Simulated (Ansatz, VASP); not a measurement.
## BN: VASP beside Ansatz

Contents of INCAR:

```
SYSTEM = BN
PREC = Accurate
ENCUT = 600
EDIFF = 1E-6
ISMEAR = 0
SIGMA = 0.05
LREAL = .FALSE.
LASPH = .TRUE.
NELM = 100
ALGO = Normal
ISIF = 3
LWAVE = .FALSE.
LCHARG = .FALSE.
GGA = PS
IBRION = 2
NSW = 100
EDIFFG = -0.01
```

File KPOINTS:

```
regular mesh
0
G
  12 12 4
  0 0 0
```

The input POSCAR:

```
BN
1.0
    2.5185572501     -0.0216202736     -0.0023755656
   -1.2780023313      2.2002419519     -0.0215270642
   -0.0066581458     -0.0735132211      6.9621305882
B N
2 2
Direct
    0.3414068438      0.6814428536      0.2567042592
    0.6806392869      0.3338016562      0.7526841826
    0.3445108653      0.7012316985      0.7560975615
    0.6334430041      0.2835237917      0.2345139967
```

Input for Ansatz:

```yaml
crystal:
  lattice:
    - [2.5185572501, -0.0216202736, -0.0023755656]
    - [-1.2780023313, 2.2002419519, -0.0215270642]
    - [-0.0066581458, -0.0735132211, 6.9621305882]
  atoms:
    - { symbol: B, position: [0.3414068438, 0.6814428536, 0.2567042592] }
    - { symbol: B, position: [0.6806392869, 0.3338016562, 0.7526841826] }
    - { symbol: "N", position: [0.3445108653, 0.7012316985, 0.7560975615] }
    - { symbol: "N", position: [0.6334430041, 0.2835237917, 0.2345139967] }
basis:
  ecutwfc: 420
kpoints:
  mp_grid: { grid: [12, 12, 4] }
hamiltonian:
  xc: pbesol
scf:
  occupations: { method: gaussian, width: 0.05 }
output:
  forces: true
  stress: true
  eigenvalues: true
relax:
  adjacent_minimum: "off"
  f_tol: 0.01
  max_steps: 80
  cell: { stress_tol: 0.1 }
```

Change from the starting cell: all atoms moved at random, sigma 0.05 Å a component, cell strained at random, sigma 0.01; relaxed back.

Alike in both runs: task relaxation of cell and atoms; functional PBEsol; k mesh 12 × 12 × 4; occupations gaussian, width 0.05 eV; no spin polarisation.

```csv
,VASP,Ansatz
version,VASP 6.6.1,Ansatz 0.2.0
potentials or method,"VASP PAW PBE potentials, release 64 (B, N)","scalar-relativistic, plane waves, PAW"
plane-wave cutoff (eV),600,420
valence electrons in the cell,16,16
```

```tsv
	VASP	Ansatz	Ansatz less VASP
gap on the k mesh at the Fermi level, each at its own relaxed structure (eV)	4.15	4.26	+0.104
relaxed volume (Å³/atom)	9.32	9.52	+0.198
relaxed cell length with the largest relative difference (Å)	6.860	7.011	+0.1511
energy change over the relaxation (meV/atom)	-189	-189	0.0
```

Caveats: the PAW data sets were made with another functional, which shifts forces and pressure a little (VASP). A k mesh can miss the band edges.
